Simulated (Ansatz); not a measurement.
# AgBr (Fm-3m) in Ansatz: a series of runs

One crystal, AgBr, is run at these levels: PBE; tasks: single point, relaxation of cell and atoms.

Program: Ansatz 0.2.0. These are calculated values, not measurements. Logs are shortened: lines on timing, memory, paths and dates and some standing lists are left out, and cuts for length are marked.

## (1) The crystal as given

The structure is cubic, space group Fm-3m (No. 225). The conventional cell has a = 5.740 Å, b = 5.740 Å, c = 5.740 Å, α = 90.00°, β = 90.00°, γ = 90.00°. Around Ag (site symmetry m-3m) lie 6 Br at 2.87 Å. Br (site symmetry m-3m) has 6 Ag at 2.87 Å as nearest neighbours.

## (2) Single point, PBE

input.yaml

```yaml
crystal:
  lattice:
    - [0.0, 2.87015, 2.87015]
    - [2.87015, 0.0, 2.87015]
    - [2.87015, 2.87015, 0.0]
  atoms:
    - { symbol: Ag, position: [0.0, 0.0, 0.0] }
    - { symbol: Br, position: [0.5, 0.5, 0.5] }
kpoints:
  mp_grid: { grid: [8, 8, 8] }
scf:
  occupations: { method: gaussian, width: 0.019 }
hamiltonian:
  xc: pbe
  pseudopotentials: { kind: all_electron, lapw: { basis_error: 0.001 } }
output:
  forces: true
  stress: true
  eigenvalues: true
```

Potentials or basis: all-electron LAPW, scalar-relativistic.

Started as:

```console
$ ansatz run input.yaml --threads 1 --pin off --max-ram 3072MiB --backend cpu --events-out ev --progress --plain --runs-dir out
```

The log of the run:

```text
Warning: RAYON_NUM_THREADS=1 ignored (pool sized by the plan → 1); use --threads N
LAPW: plane waves up to 7.497 Å⁻¹, error target 1.0e-3 eV per atom; small_component_spin mean_spin; Br in spheres of 1.352 Å, 25 of its electrons in bands, Dirac shells []; Ag in spheres of 1.518 Å, 19 of its electrons in bands, Dirac shells [] (how accurate: hamiltonian.pseudopotentials.lapw.basis_error, Limitations)
Engine: ansatz 0.2.0, x86_64-unknown-linux-gnu
Pseudopotentials: kind: all_electron
Pseudopotential: Ag, LAPW, valence charge 19, lapw/all_electron/scalar/gaussian/Ag, Koelling and Harmon's equation, gaussian nucleus
Pseudopotential: Br, LAPW, valence charge 25, lapw/all_electron/scalar/gaussian/Br, Koelling and Harmon's equation, gaussian nucleus
Functional definition: PBE
  parameter kappa = 0.804
  parameter beta = 0.06672455060314922
  exchange = pbe_x(kappa = kappa, mu = beta*pi^2/3)
  correlation = pbe_c(beta = beta)
Crystal: 2 atoms, lattice volume = 47.287 Å³
Basis set: ecut = 214.1389229478322 eV, 331 PW (Γ), exchange–correlation at level 2
Bands: 27, of which v1, the nominal top of the filled ones, is band 22 counted from 1 (21 counted from 0)
Symmetry: 48 space group operations
Space group: Fm-3m (ITA 225), of the structure as read, at distance tolerance 3.6e-5 Å
k-points: 29 of 512
Non-local potential: Ag, projectors of the file, none
Non-local potential: Br, projectors of the file, none
Initial density: superposition of atomic densities (chi_scale 0.1, normalization cell, long waves kept (reshape's long-wave potential 0.00 eV rms))
Initial wavefunctions: plane waves of lowest kinetic energy (no species holds an atomic orbital)
Functional: x = pbe(κ = 0.804, μ = 0.2195149727645171), c = pbe(β = 0.06672455060314922)
iter 1 solved again at ethr=5.16e-4 eV; its pass at ethr=1.00e-1 eV (dr2=2.27e-1 eV) is discarded
SCF iter   1: F=—  HF=-215582.185268 eV  |F-HF|=—  |Δ(HF+E_count)|=         —  Δρ=1.51e-2  dr2=2.28e-1  ethr=5.16e-4  ⟨swp⟩=2.6  Hψ=5007  notcnv=0
preconditioner: auto → none  [insulator: Δε(μ)=0.576 eV  Ē_g=11.330 eV  σ=0.019 eV  W_gap=1.00  n_scr=14 (ndim 8)  ℏωp=22.9 eV  f_vac=0.094  D(μ)=0.00/eV (n_scr^D=0)  ε∞_Penn≈5.1]
iter 2 solved again at ethr=4.82e-6 eV; its pass at ethr=5.16e-4 eV (dr2=2.12e-3 eV) is discarded
SCF iter   2: F=—  HF=-215582.091213 eV  |F-HF|=—  |Δ(HF+E_count)|=   9.41e-2  Δρ=2.76e-3  dr2=2.13e-3  ethr=4.82e-6  ⟨swp⟩=2.0  Hψ=4112  notcnv=0
SCF iter   3: F=—  HF=-215582.069536 eV  |F-HF|=—  |Δ(HF+E_count)|=   2.17e-2  Δρ=2.45e-3  dr2=4.26e-3  ethr=4.82e-6  ⟨swp⟩=3.0  Hψ=2617  notcnv=0
SCF iter   4: F=—  HF=-215582.069314 eV  |F-HF|=—  |Δ(HF+E_count)|=   2.23e-4  Δρ=8.63e-4  dr2=4.71e-4  ethr=4.82e-6  ⟨swp⟩=2.0  Hψ=2347  notcnv=0
SCF iter   5: F=—  HF=-215582.069473 eV  |F-HF|=—  |Δ(HF+E_count)|=   1.60e-4  Δρ=1.57e-4  dr2=8.90e-6  ethr=1.07e-6  ⟨swp⟩=2.0  Hψ=2296  notcnv=0
SCF iter   6: F=—  HF=-215582.069485 eV  |F-HF|=—  |Δ(HF+E_count)|=   1.14e-5  Δρ=4.09e-5  dr2=8.02e-7  ethr=2.02e-8  ⟨swp⟩=2.9  Hψ=2329  notcnv=0
SCF iter   7: F=-215582.069486 eV  HF=-215582.069486 eV  |F-HF|=2.18e-8  |Δ(HF+E_count)|=   1.38e-6  Δρ=3.99e-6  dr2=8.05e-9  ethr=1.82e-9  ⟨swp⟩=3.0  Hψ=2387  notcnv=0
SCF 1 converged in 7 iterations: F = -215582.069486 eV  dr2 = 8.05e-9
SCF converged after 7 iterations
Free energy (F): -215582.069486 eV
Harris-Foulkes:  -215582.069486 eV  (|F-HF|=2.18e-8)
Internal energy: -215582.069486 eV  (E = F + TS)
E sigma→0 (E₀):  -215582.069486 eV
Fermi energy:    10.405636 eV
--- Per-component energies (eV) ---
  E_band       = -2206.265562
  E_kinetic    = 223956.575441
  E_xc         = -6578.788310
  E_electrostatic = -432959.856618  (all electrons and nuclei)
  E_smearing   = -0.000000  (= −TS)
  E_closure    = 0.000000  (closes the sum)
  E_atoms      = -215577.112466  (free atoms, spherical and without spin; not in F)
  Σ components = -215582.069486   (vs F -215582.069486, Δ=0.00e0)
  Basis errors (estimates in eV, not in F): energy 3.6e-4 per atom: plane waves 3.4e-4 (1.8e-4 summed), levels above the bands 0.0e0, relativity 1.1e-7, radial functions 2.4e-5, core shells 1.2e-7; eigenvalues (radial functions only) 5.2e-6; not estimated: angular momenta, meshes, grids; target (lapw.basis_error) 1.0e-3; muffin-tin radii Br 1.352 Å, Ag 1.518 Å
--- Forces (eV/Å), atoms counted from 1 ---
  atom   1  Ag    -0.00000000     0.00000000    -0.00000000
  atom   2  Br     0.00000000    -0.00000000     0.00000000
  max |Σ_I F_I| component: 3.94e-31 eV/Å
--- Stress (GPa, compression-positive) ---
        2.324268       0.000000       0.000000
        0.000000       2.324268      -0.000000
        0.000000      -0.000000       2.324268
  P = ⅓ Tr σ = 2.3243 GPa (23.243 kbar)
--- Band table (eV; the first three rows and the last of 29) ---
  k-point 0: bands = ["-221.8569", "-157.2724", "-157.2724", "-157.2724", "-80.0328", "-50.5663", "-50.5663", "-50.5655", "-50.5655", "-50.5655", "-43.5614", "-43.5614", "-43.5614", "-5.0162", "7.2710", "7.2710", "7.2710", "7.2711", "7.2711", "8.1334", "8.1334", "8.1334", "10.7417", "19.9933", "19.9933", "19.9933", "21.2073"]
  k-point 1: bands = ["-221.8569", "-157.2724", "-157.2724", "-157.2724", "-80.0328", "-50.5663", "-50.5663", "-50.5655", "-50.5655", "-50.5655", "-43.5617", "-43.5615", "-43.5615", "-4.9553", "6.8712", "6.8712", "6.9170", "7.3140", "7.3140", "7.7878", "8.6025", "8.6025", "11.5893", "18.6491", "19.6249", "19.6249", "21.0202"]
  k-point 2: bands = ["-221.8569", "-157.2724", "-157.2724", "-157.2724", "-80.0328", "-50.5663", "-50.5663", "-50.5655", "-50.5655", "-50.5655", "-43.5623", "-43.5615", "-43.5615", "-4.8018", "5.9140", "6.3557", "6.3557", "7.4204", "7.4204", "7.7563", "9.2989", "9.2989", "12.9471", "17.2282", "18.3076", "18.3076", "21.2223"]
  k-point 28: bands = ["-221.8569", "-157.2724", "-157.2724", "-157.2724", "-80.0327", "-50.5663", "-50.5663", "-50.5655", "-50.5655", "-50.5655", "-43.5626", "-43.5626", "-43.5621", "-4.5056", "5.8614", "6.1163", "6.1163", "7.6821", "7.6939", "7.7788", "7.7788", "8.5375", "13.8571", "17.2170", "17.7449", "17.7449", "22.9124"]
```

It took 5 s on 1 thread of Intel Xeon 6975P-C (Granite Rapids), shared host; peak memory 0.31 GiB.

Results:

```yaml
Free_energy: -215582.0695 eV
Pressure: 2.3 GPa
Band_gap_on_the_k_mesh: 0.67 eV, indirect (least direct gap 2.61 eV)
```

Levels at points of the mesh, in eV from the valence-band top:
```csv
k point,band 19,band 20,band 21,band 22,band 23,band 24,band 25,band 26
"(0.00, 0.00, 0.00)",-2.80,-1.94,-1.94,-1.94,0.67,9.92,9.92,9.92
"(0.00, 0.00, -0.50)",-2.49,-2.15,0.00,0.00,3.74,6.60,6.77,6.77
"(0.00, -0.50, -0.50)",-2.64,-2.39,-2.39,-2.29,1.60,7.06,9.07,11.05
```

## (3) Relaxation of cell and atoms, PBE

Changes to input.yaml since step 2:

```diff
@@ -11,3 +11,3 @@
 scf:
-  occupations: { method: gaussian, width: 0.019 }
+  occupations: { method: fermi_dirac, width: 0.05 }
 hamiltonian:
@@ -18,2 +18,5 @@
   stress: true
-  eigenvalues: true
+relax:
+  f_tol: 0.005
+  max_steps: 60
+  cell: {}
```

Potentials or basis: all-electron LAPW, scalar-relativistic.

Started as:

```console
$ ansatz run input.yaml --threads 1 --pin off --max-ram 3072MiB --backend cpu --events-out ev --progress --plain --runs-dir out
```

Run time: 17 s. Hardware: 1 thread of Intel Xeon 6975P-C (Granite Rapids), shared host; peak memory 0.34 GiB.

The run converged. Its results:

```
Free energy                            : -215582.0868 eV
Relaxed volume                         : 24.93 Å³/atom
Relaxed cell                           : a = 4.132 Å, b = 4.132 Å, c = 4.132 Å, α = 60.00°, β = 60.00°, γ = 60.00°
Space group after relaxing (to 0.05 Å) : Fm-3m (No. 225)
Energy gained by relaxing              : 8.7 meV/atom
Ionic steps                            : 4
Pressure after relaxing                : 0.0 GPa
Band gap on the k mesh                 : 0.69 eV
```

The path:
| step | energy change (eV) | largest force (eV/Å) | volume (Å³) |
| --- | --- | --- | --- |
| 1 | 0.0000 | 0.0000 | 47.29 |
| 2 | -0.0169 | 0.0000 | 50.27 |
| 3 | -0.0174 | 0.0000 | 49.87 |
| 4 | -0.0174 | 0.0000 | 49.87 |

Final structure:
```yaml
crystal:
  lattice:
    - [0.00000, 2.92145, 2.92145]
    - [2.92145, 0.00000, 2.92145]
    - [2.92145, 2.92145, 0.00000]
  atoms:
    - { symbol: Ag, position: [0.00000, 0.00000, 0.00000] }
    - { symbol: Br, position: [0.50000, 0.50000, 0.50000] }
```
